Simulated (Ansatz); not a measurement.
Write a Python script for Ansatz 0.2.0, Python API that makes a projected density of states of KCl, space group Pm-3m. Level of theory: r2SCAN, PAW, cutoff 381 eV, 6×6×6 k-points, fixed occupations.

```yaml
crystal:
  lattice:
    - [3.83920, 0.00000, 0.00000]
    - [0.00000, 3.83920, 0.00000]
    - [0.00000, 0.00000, 3.83920]
  atoms:
    - { symbol: K, position: [0.00000, 0.00000, 0.00000] }
    - { symbol: Cl, position: [0.50000, 0.50000, 0.50000] }
```

The script, `pdos_kcl.py`:
```python
"""Projected density of states of KCl."""

import sys
import warnings

import ansatz as az
import numpy as np

warnings.simplefilter("ignore", az.DeckWarning)

structure = (
    az.Lattice.from_parameters(3.839196, 3.839196, 3.839196, alpha=90.0, beta=90.0, gamma=90.0)
    .atom("K", [0.0, 0.0, 0.0])
    .atom("Cl", [0.5, 0.5, 0.5])
)

setup = (
    structure.calculation()
    .functional("r2scan")
    .basis(14 * az.Ha, xc_grid=2)
    .kpoints(6, 6, 6)
    .occupations("fixed")
    .scf(self_checks="high")
    .scf(extra_bands=10)
    .density_of_states(projected=True, energy_step=0.05)
)
try:
    result = setup.run()
except az.NonConvergedError as error:
    sys.exit(f"no convergence: {error}")
except az.RefusalError as error:
    sys.exit(f"input refused: {error}")
rep = result.report

dos = result.density_of_states()
energy = np.asarray(dos.energies_ev) - dos.fermi_ev
curves = {}
for site in result.projected_density_of_states().sites:
    for shell in site.shells:
        weight = sum(np.sum(curve.g_bin_mean_per_ev, axis=0) for curve in shell.curves)
        name = f"{site.species} {shell.label}"
        curves[name] = curves.get(name, 0) + weight

step = energy[1] - energy[0]
windows = [(-8, -4), (-4, 0), (0, 4)]
print("states by shell in windows of E - E_F (eV):", windows)
for name, g in curves.items():
    print(f"{name:8s}", " ".join(f"{step * g[(energy >= a) & (energy < b)].sum():8.3f}" for a, b in windows))
filled = (energy < 0) & (energy > -8)
for name, g in curves.items():
    if g[filled].sum() * step > 0.5:
        print(f"centre of {name}: {np.average(energy[filled], weights=g[filled]):.2f} eV")
```

```console
$ python pdos_kcl.py
states by shell in windows of E - E_F (eV): [(-8, -4), (-4, 0), (0, 4)]
K 3S        0.000    0.002    0.000
K 4S        0.000    0.129    0.000
K 3P        0.000    0.025    0.000
Cl 3S       0.000    0.009    0.000
Cl 3P       0.000    5.781    0.000
centre of Cl 3P: -0.79 eV
```

These settings explore the input space; cutoff and mesh may be short of convergence. The cutoff lies under the one recommended for these potentials. Semilocal gaps usually lie well under measured ones. The Fermi level of a run with fixed occupations marks the highest occupied state on its mesh, not mid-gap. The empty d shell of the heavier alkali and alkaline-earth atoms, which makes much of a conduction band, may have no channel. The crystal has a gap of about 5.55 eV on the mesh; bins of finite width blur the band edges. This cell is a computed structure, which may not be the phase found in nature. Curves are summed over the cell's atoms. Only shells that the potentials hold have channels, so projections don't add up to the total, least of all where a shell is missing (p of most metals); heights and places of peaks move with the mesh. The density of states is complete only as far up as bands were computed. A band centre counts only the states inside the window taken. The script silences the warnings on its input, which a real study should read. Wall time of the script: 2.4 s on 1 thread of Arm Neoverse V2 (shared host), peak memory 0.34 GiB.

(Lines on the test bed's own set-up are left out of the output.)
